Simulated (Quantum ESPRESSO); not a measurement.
# ZnS (Wurtzite-4H) (P6_3mc) in Quantum ESPRESSO: settings compared, part 2 of 2

Quantum ESPRESSO 7.5.

**3. Band structure, PBEsol**

pw.in reads:

```
&CONTROL
  calculation = 'scf'
  prefix = 'pwscf'
  outdir = './tmp'
  pseudo_dir = './pseudo'
  tprnfor = .true.
  tstress = .true.
  disk_io = 'low'
/
&SYSTEM
  ibrav = 0
  nat = 8
  ntyp = 2
  ecutwfc = 45
  ecutrho = 360
  nbnd = 67
  occupations = 'smearing'
  smearing = 'fd'
  degauss = 0.00367493
/
&ELECTRONS
  conv_thr = 1.6d-09
  electron_maxstep = 120
  mixing_beta = 0.5
/
ATOMIC_SPECIES
Zn    65.3800 zn_pbesol_v1.uspp.F.UPF
S     32.0600 s_pbesol_v1.4.uspp.F.UPF
CELL_PARAMETERS angstrom
   3.8227000000    0.0000000000    0.0000000000
  -1.9113500000    3.3105553110    0.0000000000
   0.0000000000    0.0000000000   12.5200000000
ATOMIC_POSITIONS angstrom
Zn     1.9113500002    1.1035184369    9.3900000000
Zn    -0.0000000002    2.2070368741    3.1300000000
Zn     0.0000000000    0.0000000000    6.2600000000
Zn     0.0000000000    0.0000000000    0.0000000000
S      1.9113500002    1.1035184369   11.7375000000
S     -0.0000000002    2.2070368741    5.4775000000
S      0.0000000000    0.0000000000    8.6075000000
S      0.0000000000    0.0000000000    2.3475000000
K_POINTS automatic
8 8 3 0 0 0
```

bands.in reads:

```
&CONTROL
  calculation = 'bands'
  prefix = 'pwscf'
  outdir = './tmp'
  pseudo_dir = './pseudo'
  disk_io = 'low'
  verbosity = 'high'
/
&SYSTEM
  ibrav = 0
  nat = 8
  ntyp = 2
  ecutwfc = 45
  ecutrho = 360
  nbnd = 67
  occupations = 'smearing'
  smearing = 'fd'
  degauss = 0.00367493
/
&ELECTRONS
  conv_thr = 1d-08
  electron_maxstep = 120
  mixing_beta = 0.5
  diago_full_acc = .true.
/
ATOMIC_SPECIES
Zn    65.3800 zn_pbesol_v1.uspp.F.UPF
S     32.0600 s_pbesol_v1.4.uspp.F.UPF
CELL_PARAMETERS angstrom
   3.8227000000    0.0000000000    0.0000000000
  -1.9113500000    3.3105553110    0.0000000000
   0.0000000000    0.0000000000   12.5200000000
ATOMIC_POSITIONS angstrom
Zn     1.9113500002    1.1035184369    9.3900000000
Zn    -0.0000000002    2.2070368741    3.1300000000
Zn     0.0000000000    0.0000000000    6.2600000000
Zn     0.0000000000    0.0000000000    0.0000000000
S      1.9113500002    1.1035184369   11.7375000000
S     -0.0000000002    2.2070368741    5.4775000000
S      0.0000000000    0.0000000000    8.6075000000
S      0.0000000000    0.0000000000    2.3475000000
K_POINTS crystal
60
 0.0000000000  0.0000000000  0.0000000000 1
 0.0555555556  0.0000000000  0.0000000000 1
 0.1111111111  0.0000000000  0.0000000000 1
 0.1666666667  0.0000000000  0.0000000000 1
 0.2222222222  0.0000000000  0.0000000000 1
 0.2777777778  0.0000000000  0.0000000000 1
 0.3333333333  0.0000000000  0.0000000000 1
 0.3888888889  0.0000000000  0.0000000000 1
 0.4444444444  0.0000000000  0.0000000000 1
 0.5000000000  0.0000000000  0.0000000000 1
 0.4666666667  0.0666666667  0.0000000000 1
 0.4333333333  0.1333333333  0.0000000000 1
 0.4000000000  0.2000000000  0.0000000000 1
 0.3666666667  0.2666666667  0.0000000000 1
 0.3333333333  0.3333333333  0.0000000000 1
 0.3000000000  0.3000000000  0.0000000000 1
 0.2666666667  0.2666666667  0.0000000000 1
 0.2333333333  0.2333333333  0.0000000000 1
 0.2000000000  0.2000000000  0.0000000000 1
 0.1666666667  0.1666666667  0.0000000000 1
 0.1333333333  0.1333333333  0.0000000000 1
 0.1000000000  0.1000000000  0.0000000000 1
 0.0666666667  0.0666666667  0.0000000000 1
 0.0333333333  0.0333333333  0.0000000000 1
 0.0000000000  0.0000000000  0.0000000000 1
 0.0000000000  0.0000000000  0.2500000000 1
 0.0000000000  0.0000000000  0.5000000000 1
 0.0555555556  0.0000000000  0.5000000000 1
 0.1111111111  0.0000000000  0.5000000000 1
 0.1666666667  0.0000000000  0.5000000000 1
 0.2222222222  0.0000000000  0.5000000000 1
 0.2777777778  0.0000000000  0.5000000000 1
 0.3333333333  0.0000000000  0.5000000000 1
 0.3888888889  0.0000000000  0.5000000000 1
 0.4444444444  0.0000000000  0.5000000000 1
 0.5000000000  0.0000000000  0.5000000000 1
 0.4666666667  0.0666666667  0.5000000000 1
 0.4333333333  0.1333333333  0.5000000000 1
 0.4000000000  0.2000000000  0.5000000000 1
 0.3666666667  0.2666666667  0.5000000000 1
 0.3333333333  0.3333333333  0.5000000000 1
 0.3076923077  0.3076923077  0.5000000000 1
 0.2820512821  0.2820512821  0.5000000000 1
 0.2564102564  0.2564102564  0.5000000000 1
 0.2307692308  0.2307692308  0.5000000000 1
 0.2051282051  0.2051282051  0.5000000000 1
 0.1794871795  0.1794871795  0.5000000000 1
 0.1538461538  0.1538461538  0.5000000000 1
 0.1282051282  0.1282051282  0.5000000000 1
 0.1025641026  0.1025641026  0.5000000000 1
 0.0769230769  0.0769230769  0.5000000000 1
 0.0512820513  0.0512820513  0.5000000000 1
 0.0256410256  0.0256410256  0.5000000000 1
 0.0000000000  0.0000000000  0.5000000000 1
 0.5000000000  0.0000000000  0.5000000000 1
 0.5000000000  0.0000000000  0.2500000000 1
 0.5000000000  0.0000000000  0.0000000000 1
 0.3333333333  0.3333333333  0.0000000000 1
 0.3333333333  0.3333333333  0.2500000000 1
 0.3333333333  0.3333333333  0.5000000000 1
```

Potentials or basis: GBRV 1.5 PBEsol.

On the command line:

```console
OMP_NUM_THREADS=1 mpirun -n 2 pw.x -nk 2 -in pw.in > pw.out
OMP_NUM_THREADS=1 mpirun -n 2 pw.x -nk 2 -in bands.in > bands.out
```

pw.out:

```text
This program is part of the open-source Quantum ESPRESSO suite
     for quantum simulation of materials; please cite
[... 6 lines left out ...]
     using ibrav=0 with symmetry is DISCOURAGED, use correct ibrav instead

     K-points division:     npool     =       2
     Subspace diagonalization in iterative solution of the eigenvalue problem:
     a serial algorithm will be used

     G-vector sticks info
     --------------------
     sticks:   dense  smooth     PW     G-vecs:    dense   smooth      PW
     Sum        1285     649    199               123371    43613    6937

     Using Slab Decomposition

     bravais-lattice index     =            0
     lattice parameter (alat)  =       7.2239  a.u.
     unit-cell volume          =    1069.2321 (a.u.)^3
     number of atoms/cell      =            8
     number of atomic types    =            2
     number of electrons       =       104.00
     number of Kohn-Sham states=           67
     kinetic-energy cutoff     =      45.0000  Ry
     charge density cutoff     =     360.0000  Ry
     scf convergence threshold =      1.6E-09
     mixing beta               =       0.5000
     number of iterations used =            8  plain     mixing
     Exchange-correlation= SLA  PW   PSX  PSC
                           (   1   4  10   8   0   0   0)

     celldm(1)=   7.223856  celldm(2)=   0.000000  celldm(3)=   0.000000
     celldm(4)=   0.000000  celldm(5)=   0.000000  celldm(6)=   0.000000

     crystal axes: (cart. coord. in units of alat)
               a(1) = (   1.000000   0.000000   0.000000 )
               a(2) = (  -0.500000   0.866025   0.000000 )
               a(3) = (   0.000000   0.000000   3.275172 )

     reciprocal axes: (cart. coord. in units 2 pi/alat)
               b(1) = (  1.000000  0.577350 -0.000000 )
               b(2) = (  0.000000  1.154701  0.000000 )
               b(3) = (  0.000000 -0.000000  0.305327 )

     PseudoPot. # 1 for Zn read from file:
     zn_pbesol_v1.uspp.F.UPF
     Pseudo is Ultrasoft, Zval = 20.0
     Generated by new atomic code, or converted to UPF format
[... 237 lines left out ...]
  -117.9775-117.9775-117.9685-117.9685 -72.3074 -72.3074 -72.3073 -72.3073
   -72.3064 -72.3064 -72.2984 -72.2984 -72.2982 -72.2981 -72.2980 -72.2980
    -5.7638  -5.6744  -5.4224  -5.3278   0.2250   0.2571   0.3376   0.3465
     0.3624   0.3950   0.4705   0.4903   0.4996   0.5239   0.5780   0.6315
     0.7286   0.7465   0.7479   0.7565   0.7858   0.7999   0.8922   1.0161
     1.8809   2.0239   2.5083   2.8569   3.6333   4.1778   4.6165   4.8322
     5.1934   5.4767   5.5172   5.7435  10.0092  10.3230  10.4703  10.8040
    11.3513  11.7546  12.8797  13.1637  13.6983  14.3080  14.4064  14.8444
    15.4933  15.9289  16.1484

          k = 0.0000-0.5774 0.0000 (  5430 PWs)   bands (ev):

  -117.9775-117.9775-117.9685-117.9685 -72.3074 -72.3074 -72.3073 -72.3073
   -72.3063 -72.3063 -72.2984 -72.2984 -72.2982 -72.2981 -72.2980 -72.2980
    -5.6006  -5.4454  -5.4371  -5.2790   0.2087   0.3068   0.3399   0.3609
     0.3645   0.4547   0.4711   0.5327   0.5686   0.5688   0.5931   0.7263
     0.7666   0.7776   0.7839   0.8138   0.8790   0.8985   0.9455   0.9474
     1.4155   1.7301   2.1145   2.3318   3.6510   4.1727   4.3697   4.9901
     4.9983   5.0173   5.4861   5.7231   9.7803   9.8242  10.2441  10.8239
    11.3793  12.0461  12.7043  12.9208  13.4106  14.5304  14.8030  15.2901
    15.3058  15.7802  16.7371

          k = 0.0000-0.5774 0.1018 (  5462 PWs)   bands (ev):

  -117.9775-117.9775-117.9685-117.9685 -72.3074 -72.3074 -72.3073 -72.3073
   -72.3064 -72.3064 -72.2984 -72.2984 -72.2982 -72.2982 -72.2981 -72.2980
    -5.5794  -5.5213  -5.3605  -5.3010   0.2300   0.2765   0.3501   0.3603
     0.3739   0.4103   0.5167   0.5442   0.5550   0.5664   0.6163   0.6854
     0.7679   0.7720   0.7937   0.8073   0.8933   0.9029   0.9312   0.9315
     1.5313   1.7243   2.0494   2.2006   3.9022   4.2103   4.4498   4.6735
     4.9785   5.2635   5.3400   5.6158  10.0524  10.0659  10.3545  10.6341
    11.2476  11.4015  12.8466  13.0551  13.6482  14.3130  14.7414  15.0403
    15.6719  16.4623  16.4834
[... 111 lines left out ...]
  -117.9775-117.9775-117.9685-117.9685 -72.3074 -72.3074 -72.3074 -72.3073
   -72.3064 -72.3064 -72.2984 -72.2984 -72.2981 -72.2981 -72.2981 -72.2981
    -5.4329  -5.4043  -5.3339  -5.3108   0.3137   0.3207   0.3962   0.4183
     0.4369   0.4471   0.4910   0.5195   0.6111   0.6194   0.6555   0.6783
     0.7169   0.7235   0.7471   0.7635   0.9526   0.9812   1.0304   1.0521
     1.8163   1.8721   2.0769   2.1415   3.3228   3.4247   3.9643   4.1355
     4.4245   4.7993   5.1217   5.1280  10.8911  10.9538  11.3461  11.8178
    12.3886  12.4627  12.7976  13.1643  13.7908  14.0581  14.3575  15.0166
    15.5052  15.6160  16.1559

     the Fermi energy is     7.6284 ev

!    total energy              =   -1941.48377130 Ry
     estimated scf accuracy    <          9.6E-10 Ry
     smearing contrib. (-TS)   =      -0.00000000 Ry
     internal energy E=F+TS    =   -1941.48377130 Ry

     The total energy is F=E-TS. E is the sum of the following terms:
     one-electron contribution =   -1821.06176493 Ry
     hartree contribution      =     936.94663271 Ry
     xc contribution           =    -200.49691379 Ry
     ewald contribution        =    -856.87172530 Ry

     convergence has been achieved in  10 iterations

     Forces acting on atoms (cartesian axes, Ry/au):

     atom    1 type  1   force =    -0.00000000    0.00000000    0.00021944
     atom    2 type  1   force =     0.00000000    0.00000000    0.00021944
     atom    3 type  1   force =     0.00000000    0.00000000    0.00074715
     atom    4 type  1   force =     0.00000000    0.00000000    0.00074715
     atom    5 type  2   force =     0.00000000    0.00000000    0.00057643
     atom    6 type  2   force =     0.00000000    0.00000000    0.00057643
     atom    7 type  2   force =    -0.00000000   -0.00000000   -0.00154301
     atom    8 type  2   force =     0.00000000    0.00000000   -0.00154301

     Total force =     0.002577     Total SCF correction =     0.000026

     Computing stress (Cartesian axis) and pressure

          total   stress  (Ry/bohr**3)                   (kbar)     P=      -24.56
  -0.00016355  -0.00000000   0.00000000          -24.06       -0.00        0.00
  -0.00000000  -0.00016355   0.00000000           -0.00      -24.06        0.00
   0.00000000   0.00000000  -0.00017379            0.00        0.00      -25.57

=------------------------------------------------------------------------------=
   JOB DONE.
=------------------------------------------------------------------------------=
```

Run time: 5.9 min. Hardware: 2 MPI ranks of Arm Neoverse V1, shared host; peak memory 0.7 GiB.

What came out:

* Free energy: -26415.2324 eV
* Pressure: -2.5 GPa
* Largest force: 0.040 eV/Å
* Band gap on the k mesh: 1.99 eV, direct
* Band gap along the path: 1.99 eV, direct

Forces on the atoms (eV/Å):
```
Zn   0.000  0.000  0.006
Zn   0.000  0.000  0.006
Zn   0.000  0.000  0.019
Zn   0.000  0.000  0.019
S    0.000  0.000  0.015
S    0.000  0.000  0.015
S    0.000  0.000 -0.040
S    0.000  0.000 -0.040
```

Levels at the corners of the path, in eV from the valence-band top:
| point | band 49 | band 50 | band 51 | band 52 | band 53 | band 54 | band 55 | band 56 |
| --- | --- | --- | --- | --- | --- | --- | --- | --- |
| Γ | -0.46 | -0.04 | 0.00 | 0.00 | 1.99 | 3.07 | 3.26 | 3.50 |
| M | -1.61 | -1.59 | -1.12 | -0.88 | 3.17 | 3.22 | 3.64 | 4.22 |
| K | -2.32 | -1.77 | -1.77 | -1.34 | 4.39 | 4.80 | 4.80 | 5.11 |
| Γ | -0.46 | -0.04 | 0.00 | 0.00 | 1.99 | 3.07 | 3.26 | 3.50 |
| A | -0.15 | -0.15 | -0.15 | -0.15 | 2.86 | 2.86 | 3.19 | 3.19 |
| L | -1.52 | -1.52 | -1.11 | -1.11 | 3.56 | 3.56 | 3.90 | 3.90 |
| H | -1.82 | -1.82 | -1.62 | -1.62 | 4.25 | 4.25 | 5.10 | 5.10 |
| A | -0.15 | -0.15 | -0.15 | -0.15 | 2.86 | 2.86 | 3.19 | 3.19 |
| L | -1.52 | -1.52 | -1.11 | -1.11 | 3.56 | 3.56 | 3.90 | 3.90 |
| M | -1.61 | -1.59 | -1.12 | -0.88 | 3.17 | 3.22 | 3.64 | 4.22 |
| K | -2.32 | -1.77 | -1.77 | -1.34 | 4.39 | 4.80 | 4.80 | 5.11 |
| H | -1.82 | -1.82 | -1.62 | -1.62 | 4.25 | 4.25 | 5.10 | 5.10 |

**4. How close it comes**

Step 2. Measured gap of ZnS: 3.911 eV (direct; 4 K; a printed reference work, monograph). This calculation gives 2.12 eV (-1.79 eV). The value is that of PBE, without temperature or zero-point motion. Semilocal functionals fall short of measured gaps as a rule.

Step 3. Measured gap of ZnS: 3.911 eV (direct; 4 K; a printed reference work, monograph). This calculation gives 1.99 eV (-1.92 eV). The value is that of PBEsol, without temperature or zero-point motion. Semilocal functionals fall short of measured gaps as a rule.
